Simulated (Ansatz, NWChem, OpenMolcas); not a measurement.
How basis sets differ on C2H4O2 (acetic acid)

C2H4O2 has 8 atoms, charge 0, and is taken as a singlet. As SMILES, `CC(=O)O`. The shape is that of a PBE0-D4/def2-TZVP optimisation. This is one conformer, not always the lowest.

Each level gives the HOMO–LUMO gap (eV). The values are calculated.

```
               level          kind     program  value (eV)  CPU time
HF/ANO-RCC-MB (DKH2)  Hartree–Fock  OpenMolcas       17.62       2 s
         HF/ANO-S-MB  Hartree–Fock  OpenMolcas       17.47     1.9 s
           HF/STO-3G  Hartree–Fock      NWChem       17.96     2.8 s
            HF/3-21G  Hartree–Fock      Ansatz       17.15    0.31 s
         HF/def2-SVP  Hartree–Fock      Ansatz       17.17     2.3 s
          HF/pcseg-1  Hartree–Fock      Ansatz       16.69     2.4 s
        HF/6-311+G**  Hartree–Fock  OpenMolcas       14.27      17 s
```

The values span 14.27 to 17.96 eV. A Hartree–Fock LUMO above zero doesn't converge with the basis: it sinks as sets grow more diffuse. Orbital gaps aren't excitation energies. CPU times are rough (shared hosts, several kinds of processor): they show what a rung costs within a factor of a few.
